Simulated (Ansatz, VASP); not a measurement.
# Two plane-wave programs on InP

File POSCAR:

```
InP
1.0
    0.0000000000      2.7478397104      2.7478397104
    2.7478397104      0.0000000000      2.7478397104
    2.7478397104      2.7478397104      0.0000000000
In P
1 1
Direct
    0.0000000000      0.0000000000      0.0000000000
    0.5000000000      0.5000000000      0.5000000000
```

Contents of INCAR.step1:

```
PREC = Accurate
ENCUT = 520
ISMEAR = 0
SIGMA = 0.1
LREAL = False
LASPH = True
NELM = 100
NBANDS = 16
GGA = PE
ALGO = Normal
EDIFF = 1E-4
LWAVE = True
LCHARG = False
```

Contents of INCAR.step2:

```
PREC = Accurate
ENCUT = 520
EDIFF = 1E-6
ISMEAR = 0
SIGMA = 0.1
LREAL = False
LASPH = True
NELM = 100
ALGO = Normal
ISIF = 2
LWAVE = False
LCHARG = False
METAGGA = R2SCAN
LMIXTAU = True
NBANDS = 16
ISTART = 1
```

Contents of KPOINTS:

```
Automatic mesh
0
Gamma
  14 14 14
```

Input for Ansatz:

```yaml
crystal:
  lattice:
    - [0.0, 2.7478397104, 2.7478397104]
    - [2.7478397104, 0.0, 2.7478397104]
    - [2.7478397104, 2.7478397104, 0.0]
  atoms:
    - { symbol: In, position: [0.0, 0.0, 0.0] }
    - { symbol: P, position: [0.5, 0.5, 0.5] }
basis:
  ecutwfc: 500
kpoints:
  mp_grid: { grid: [14, 14, 14] }
  band_path:
    path:
      - [[0.0, 0.0, 0.0], [0.5, 0.0, 0.5], [0.625, 0.25, 0.625]]
      - [[0.375, 0.375, 0.75], [0.0, 0.0, 0.0], [0.5, 0.5, 0.5], [0.5, 0.25, 0.75], [0.5, 0.0, 0.5]]
    npoints: 14
hamiltonian:
  xc: r2scan
scf:
  occupations: { method: gaussian, width: 0.1 }
  n_extra_bands: 6
output:
  forces: true
  stress: true
  eigenvalues: true
  populations: true
  dos: { projected: true, de: 0.02, nscf_kmesh: { grid: [21, 21, 21] } }
  bader: true
```

Measurements of this composition are mostly on another form, of space group No. 216.

Alike in both runs: task single point; functional r2SCAN; k mesh 14 × 14 × 14; occupations gaussian, width 0.1 eV; no spin polarisation.

|  | VASP | Ansatz |
| --- | --- | --- |
| version | VASP 6.6.1 | Ansatz 0.2.0 |
| potentials or method | VASP PAW PBE potentials, release 64 (In_d, P) | scalar-relativistic, plane waves, PAW |
| plane-wave cutoff (eV) | 520 | 500 |
| valence electrons in the cell | 18 | 18 |

```tsv
	VASP	Ansatz	Ansatz less VASP
gap on the k mesh at the Fermi level (eV)	none	none	-
pressure (GPa)	0.0	0.0	-0.02
```

A gap of «none» marks a metal or a gap that the smearing closes. With one functional, cell and mesh, what is left measures potentials, basis and numerics.

Caveats: the PAW data sets were made with another functional, which shifts forces and pressure a little (VASP).
